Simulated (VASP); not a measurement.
# SnSe2 (P-3m1) in VASP: single point with HSE06

Aim: the single point of SnSe2 with HSE06.

Everything below comes from runs of VASP 6.6.1. Logs are shortened: lines on timing, memory, paths and dates and some standing lists are left out, and cuts for length are marked.

## (1) The structure

It takes space group P-3m1 (No. 164, trigonal). Conventional cell: a = 3.819 Å, b = 3.819 Å, c = 6.153 Å, α = 90.00°, β = 90.00°, γ = 120.00°. Sn (site symmetry -3m) has 6 Se at 2.72 Å as nearest neighbours. Se (site symmetry 3m) is surrounded by 3 Sn at 2.72 Å.

The cell is a database's computed one.

## (2) Single point, HSE06

Contents of POSCAR:

```
SnSe2
1.0
    3.8192700000      0.0000000000      0.0000000000
   -1.9096300000      3.3075800000      0.0000000000
    0.0000000000      0.0000000000      6.1533200000
Sn Se
1 2
Direct
    0.0000000000      0.0000000000      0.0000000000
    0.6666700000      0.3333300000      0.7418900000
    0.3333300000      0.6666700000      0.2581100000
```

Contents of INCAR.step1:

```
SYSTEM = SnSe2
  PREC = Accurate
  ENCUT = 520
  EDIFF = 1E-5
  ISMEAR = 0
  SIGMA = 0.02
  LREAL = .FALSE.
  LASPH = .TRUE.
  NELM = 60
  ALGO = Normal
  ISIF = 2
  LWAVE = .TRUE.
  LCHARG = .FALSE.
  GGA = PE
```

Contents of INCAR.step2:

```
SYSTEM = SnSe2
  PREC = Accurate
  ENCUT = 520
  EDIFF = 1E-6
  ISMEAR = 0
  SIGMA = 0.02
  LREAL = .FALSE.
  LASPH = .TRUE.
  NELM = 60
  ALGO = Normal
  ISIF = 2
  LWAVE = .FALSE.
  LCHARG = .FALSE.
  GGA = PE
  LHFCALC = .TRUE.
  HFSCREEN = 0.2
  PRECFOCK = Fast
  ISTART = 1
```

Contents of KPOINTS:

```
Automatic mesh
0
G
  6 6 4
  0 0 0
```

Potentials or basis: VASP PAW PBE potentials, release 64 (Sn_d, Se).

The run is started by

```console
> cat potpaw_PBE.64/Sn_d/POTCAR potpaw_PBE.64/Se/POTCAR > POTCAR
> cp INCAR.step1 INCAR
> mpirun -np 1 vasp_std > vasp.out
> cp INCAR.step2 INCAR
> mpirun -np 1 vasp_std > vasp.out
```

OUTCAR:

```text
SYSTEM = SnSe2
   PREC = Accurate
   ENCUT = 520
   EDIFF = 1E-6
   ISMEAR = 0
   LREAL = .FALSE.
   LASPH = .TRUE.
   NELM = 60
   ISIF = 2
   GGA = PE
   LHFCALC = .TRUE.
   HFSCREEN = 0.2
   PRECFOCK = Fast
   ISTART = 1

 ion  position               nearest neighbor table
   1  0.000  0.000  0.000-   2 2.72   3 2.72   3 2.72   2 2.72   2 2.72   3 2.72
   2  0.667  0.333  0.742-   1 2.72   1 2.72   1 2.72
   3  0.333  0.667  0.258-   1 2.72   1 2.72   1 2.72

  LATTYP: Found a hexagonal cell.
 ALAT       =     3.8192700000
 C/A-ratio  =     1.6111246390

  Lattice vectors:

 A1 = (   3.8192700000,   0.0000000000,   0.0000000000)
 A2 = (  -1.9096300000,   3.3075800000,   0.0000000000)
 A3 = (   0.0000000000,   0.0000000000,   6.1533200000)

Analysis of symmetry for initial positions (statically):
=====================================================================
 Subroutine PRICEL returns:
 Original cell was already a primitive cell.

 Routine SETGRP: Setting up the symmetry group for a
 hexagonal supercell.

 Subroutine GETGRP returns: Found  4 space group operations
 (whereof  4 operations were pure point group operations)
 out of a pool of 24 trial point group operations.

The static configuration has the point symmetry C_2h.

Analysis of symmetry for dynamics (positions and initial velocities):
=====================================================================
 Subroutine PRICEL returns:
 Original cell was already a primitive cell.

 Routine SETGRP: Setting up the symmetry group for a
 hexagonal supercell.

 Subroutine GETGRP returns: Found  4 space group operations
 (whereof  4 operations were pure point group operations)
 out of a pool of 24 trial point group operations.

The dynamic configuration has the point symmetry C_2h.

 Subroutine INISYM returns: Found  4 space group operations
 (whereof  4 operations are pure point group operations),
 and found     1 'primitive' translations

----------------------------------------------------------------------------------------

                                     Primitive cell

  volume of cell :      77.7321

  direct lattice vectors                    reciprocal lattice vectors
     3.819270000  0.000000000  0.000000000     0.261830140  0.151167528  0.000000000
    -1.909630000  3.307580000  0.000000000     0.000000000  0.302335847  0.000000000
     0.000000000  0.000000000  6.153320000     0.000000000  0.000000000  0.162513895

  length of vectors
     3.819270000  3.819263305  6.153320000     0.302335317  0.302335847  0.162513895

  position of ions in fractional coordinates (direct lattice)
     0.000000000  0.000000000  0.000000000
     0.666670000  0.333330000  0.741890000
     0.333330000  0.666670000  0.258110000

  ion indices of the primitive-cell ions
   primitive index   ion index
                 1           1
                 2           2
                 3           3

----------------------------------------------------------------------------------------

 KPOINTS: Automatic mesh

Automatic generation of k-mesh.
 Grid dimensions read from file:
 generate k-points for:    6    6    4

 Generating k-lattice:

  Cartesian coordinates                     Fractional coordinates (reciprocal lattice)
     0.043638357  0.025194588  0.000000000     0.166666667  0.000000000  0.000000000
     0.000000000  0.050389308  0.000000000     0.000000000  0.166666667  0.000000000
     0.000000000  0.000000000  0.040628474     0.000000000  0.000000000  0.250000000

  Length of vectors
     0.050389219  0.050389308  0.040628474

  Shift w.r.t. Gamma in fractional coordinates (k-lattice)
     0.000000000  0.000000000  0.000000000

 Subroutine IBZKPT returns following result:
 ===========================================

 Found     47 irreducible k-points:

 Following reciprocal coordinates:
            Coordinates               Weight
  0.000000  0.000000  0.000000      1.000000
  0.166667  0.000000  0.000000      4.000000
 -0.166667  0.166667  0.000000      2.000000
  0.333333  0.000000  0.000000      4.000000
 -0.333333  0.333333  0.000000      2.000000
  0.500000  0.000000  0.000000      2.000000
[... 16 lines left out ...]
  0.500000  0.000000  0.250000      4.000000
  0.500000  0.500000  0.250000      2.000000
 [... further k-points ...]
   k-points           NKPTS =     47   k-points in BZ     NKDIM =    144   number of bands    NBANDS=     17
   number of dos      NEDOS =    301   number of ions     NIONS =      3
   total plane-waves  NPLWV =  37632
   dimension x,y,z NGX =    28 NGY =   28 NGZ =   48
   dimension x,y,z NGXF=    56 NGYF=   56 NGZF=   96
   ions per type =               1   2
   NGX,Y,Z   is equivalent  to a cutoff of  12.19, 12.19, 12.97 a.u.
   NGXF,Y,Z  is equivalent  to a cutoff of  24.38, 24.38, 25.94 a.u.
 SYSTEM =  SnSe2
   PREC   = accura    normal or accurate (medium, high low for compatibility)
   ISTART =      1    job   : 0-new  1-cont  2-samecut
   ICHARG =      0    charge: 1-file 2-atom 10-const
   ISPIN  =      1    spin polarized calculation?
   LNONCOLLINEAR =      F non collinear calculations
   LSORBIT =      F    spin-orbit coupling
   LASPH  =      T    aspherical Exc in radial PAW
   ENCUT  =  520.0 eV  38.22 Ry    6.18 a.u.   7.10  7.10 11.44*2*pi/ulx,y,z
   NELM   =     60;   NELMIN=  2; NELMDL=  0     # of ELM steps
   EDIFF  = 0.1E-05   stopping-criterion for ELM
   LREAL  =      F    real-space projection
   EDIFFG = 0.1E-04   stopping-criterion for IOM
   NSW    =      0    number of steps for IOM
   IBRION =     -1    ionic relax: 0-MD 1-quasi-New 2-CG
   NFREE  =      0    steps in history (QN), initial steepest desc. (CG)
   ISIF   =      2    stress and relaxation
   ISYM   =      3    0-nonsym 1-usesym 2-fastsym
   POTIM  = 0.5000    time-step for ionic-motion
   TEBEG  =    0.0;   TEEND  =   0.0 temperature during run
   PSTRESS=    0.0 pullay stress
   NELECT =      26.0000    total number of electrons
   NUPDOWN=      -1.0000    fix difference up-down
   EMIN   =  10.00;   EMAX   =-10.00  energy-range for DOS
   EFERMI =   0.00;   METHOD = LEGACY
   ISMEAR =     0;   SIGMA  =   0.02  broadening in eV -4-tet -1-fermi 0-gaus
   EFERMI_NEDOS =   21; number of points for ismear=-14 and -15
   IALGO  =     38    algorithm
   IMIX   =      1    mixing-type and parameters
     AMIX     =   0.40;   BMIX     =  1.00
     AMIX_MAG =   1.60;   BMIX_MAG =  1.00
  volume/ion in A,a.u.               =      25.91       174.85
  Fermi-wavevector in a.u.,A,eV,Ry     =   1.136403  2.147491 17.570738  1.291413
  Thomas-Fermi vector in A             =   2.273108
   LORBIT       =      0    0 simple, 1 ext, 2 COOP (PROOUT), +10 PAW based schemes
   GGA     = PE    functional components
   LHFCALC =     T    Hartree Fock is set to
   PRECFOCK=fast      Normal, Fast or Accurate (Low or Medium for compatibility)
   ENCUT4O =  -1.0   cutoff for four orbital integrals eV
   NKREDX  =     1    reduce k-point grid by
   NKREDY  =     1    reduce k-point grid by
   NKREDZ  =     1    reduce k-point grid by
   AEXX    =    0.2500 exact exchange contribution
   HFSCREEN=    0.2000 screening length (either q_TF or 0.3 A-1)
   HFSCREENC=   0.2000 screening length for correlation (either q_TF or 0.3 A-1)
   ENCUTFOCK=  -1.0 apply spherical cutoff to Coloumb kernel
   IVDW    =     0    specifies the selected vdW correction
   LEPSILON=     F    determine dielectric tensor
   LRPA    =     F    only Hartree local field effects (RPA)
 non-spin polarized calculation
 Gauss-broadening in eV      SIGMA  =   0.02
  energy-cutoff  :      520.00
  volume of cell :       77.73
 maximum number of plane-waves:      2124
  NGX = 16; NGY = 16; NGZ = 28

 number of electron      26.0000006 magnetization

 Free energy of the ion-electron system (eV)
  ---------------------------------------------------
  ext. energy  EPLUGINS =         0.00000000
  ---------------------------------------------------
  free energy    TOTEN  =       -14.57237725 eV

  energy without entropy =      -14.57237725  energy(sigma->0) =      -14.57237725

 E-fermi :   3.6876     XC(G=0):  -7.8596

 val. band max:        3.5407986460   @ k =  -0.1667   0.1667   0.2500
 cond. band min:       4.9372406024   @ k =   0.5000   0.0000   0.5000
 fundamental gap:      1.3964419563
 Fermi energy:         3.6875717963

 k-point     1 :       0.0000    0.0000    0.0000
  band No.  band energies     occupation
      1     -19.7509      2.00000
      2     -19.7509      2.00000
      3     -19.6973      2.00000
      4     -19.6884      2.00000
      5     -19.6884      2.00000
      6     -11.5569      2.00000
[... 9 lines left out ...]
     16       9.1932      0.00000
     17       9.1934      0.00000

 k-point     2 :       0.1667    0.0000    0.0000
  band No.  band energies     occupation
      1     -19.7640      2.00000
      2     -19.7434      2.00000
      3     -19.6952      2.00000
      4     -19.6885      2.00000
      5     -19.6857      2.00000
      6     -11.2631      2.00000
[... 9 lines left out ...]
     16       9.2813      0.00000
     17       9.6221      0.00000

 k-point     3 :      -0.1667    0.1667    0.0000
  band No.  band energies     occupation
      1     -19.7640      2.00000
      2     -19.7434      2.00000
      3     -19.6952      2.00000
      4     -19.6885      2.00000
      5     -19.6857      2.00000
      6     -11.2631      2.00000
[... 9 lines left out ...]
     16       9.2814      0.00000
     17       9.6220      0.00000

 k-point     4 :       0.3333    0.0000    0.0000
  band No.  band energies     occupation
      1     -19.7926      2.00000
      2     -19.7340      2.00000
      3     -19.7049      2.00000
      4     -19.6742      2.00000
      5     -19.6719      2.00000
      6     -10.4826      2.00000
[... 9 lines left out ...]
     16       9.8583      0.00000
     17      10.0990      0.00000
[... 343 lines left out ...]
      1     -19.7927      2.00000
      2     -19.7340      2.00000
      3     -19.7049      2.00000
      4     -19.6742      2.00000
      5     -19.6718      2.00000
      6     -10.3945      2.00000
[... 9 lines left out ...]
     16      10.3525      0.00000
     17      10.6613      0.00000

 k-point    23 :       0.5000    0.0000    0.2500
  band No.  band energies     occupation
      1     -19.8076      2.00000
      2     -19.7321      2.00000
      3     -19.7095      2.00000
      4     -19.6656      2.00000
      5     -19.6632      2.00000
      6      -9.7543      2.00000
[... 9 lines left out ...]
     16       9.9734      0.00000
     17      10.3275      0.00000

 k-point    24 :       0.5000    0.5000    0.2500
  band No.  band energies     occupation
      1     -19.8076      2.00000
      2     -19.7321      2.00000
      3     -19.7095      2.00000
      4     -19.6656      2.00000
      5     -19.6632      2.00000
      6      -9.7543      2.00000
[... 9 lines left out ...]
     16       9.9735      0.00000
     17      10.2537      0.00000

 [... further k-points ...]

------------------------ aborting loop because EDIFF is reached ----------------------------------------

  FORCE on cell =-STRESS in cart. coord.  units (eV):
  Direction    XX          YY          ZZ          XY          YZ          ZX
  --------------------------------------------------------------------------------------
  -------------------------------------------------------------------------------------
  Total        0.0474930      0.0448657     -0.2423076     -0.0022752     -0.0001023      0.0001773
  in kB        0.9789047      0.9247510     -4.9943327     -0.0468948     -0.0021093      0.0036540
  external PRESSURE =      -1.0302257 kB  Pullay stress =       0.0000000 kB

 VOLUME and BASIS-vectors are now :
 -----------------------------------------------------------------------------
  energy-cutoff  :      520.00
  volume of cell :       77.73
      direct lattice vectors                 reciprocal lattice vectors
     3.819270000  0.000000000  0.000000000     0.261830140  0.151167528  0.000000000
    -1.909630000  3.307580000  0.000000000     0.000000000  0.302335847  0.000000000
     0.000000000  0.000000000  6.153320000     0.000000000  0.000000000  0.162513895

 POSITION                                       TOTAL-FORCE (eV/Angst)
 -----------------------------------------------------------------------------------
      0.00000      0.00000      0.00000         0.000000      0.000000      0.000000
      1.90966      1.10252      4.56509        -0.000076      0.000044      0.370552
     -0.00002      2.20506      1.58823         0.000076     -0.000044     -0.370552
 -----------------------------------------------------------------------------------
    total drift:                                0.000001      0.000001     -0.000001

  FREE ENERGIE OF THE ION-ELECTRON SYSTEM (eV)
  ---------------------------------------------------
  free  energy   TOTEN  =       -14.5723772503 eV

  energy  without entropy=      -14.5723772503  energy(sigma->0) =      -14.57237725
```

Wall time 74 min (1 thread of Intel Xeon Platinum 8488C (Sapphire Rapids), shared host); peak memory 0.36 GiB.

What came out:

- Free energy: -14.5724 eV
- Pressure: -0.1 GPa
- Largest force: 0.371 eV/Å
- Band gap on the k mesh: 1.40 eV, indirect (least direct gap 1.86 eV)

Forces in eV/Å, atoms in the order of the input:
```
Sn   0.000  0.000  0.000
Se   0.000  0.000  0.371
Se   0.000  0.000 -0.371
```

Levels at points of the mesh, in eV from the valence-band top:
| k point | band 9 | band 10 | band 11 | band 12 | band 13 | band 14 | band 15 | band 16 | band 17 |
| --- | --- | --- | --- | --- | --- | --- | --- | --- | --- |
| (0.00, 0.00, 0.00) | -0.57 | -0.57 | -0.29 | -0.29 | -0.09 | 1.77 | 3.96 | 5.65 | 5.65 |
| (0.50, 0.00, 0.00) | -4.68 | -3.25 | -2.67 | -1.40 | -0.24 | 1.86 | 4.61 | 6.14 | 6.23 |
| (0.50, 0.50, 0.00) | -4.68 | -3.25 | -2.67 | -1.40 | -0.24 | 1.86 | 4.61 | 6.14 | 6.23 |
| (0.00, 0.00, 0.50) | -2.41 | -0.71 | -0.71 | -0.09 | -0.09 | 3.37 | 3.87 | 5.32 | 5.32 |
| (0.50, 0.00, 0.50) | -5.25 | -2.44 | -2.13 | -0.92 | -0.74 | 1.40 | 4.99 | 5.62 | 6.68 |
| (0.50, 0.50, 0.50) | -5.25 | -2.44 | -2.13 | -0.92 | -0.74 | 1.40 | 4.99 | 5.62 | 6.68 |

Caveat: the PAW data sets were made with another functional, which shifts forces and pressure a little; spin-orbit coupling is left out, which moves the levels of the heavy elements; this functional lacks dispersion, which binds the layers, so the pressure and a relaxed spacing across them are unreliable. A k mesh can miss the band edges.
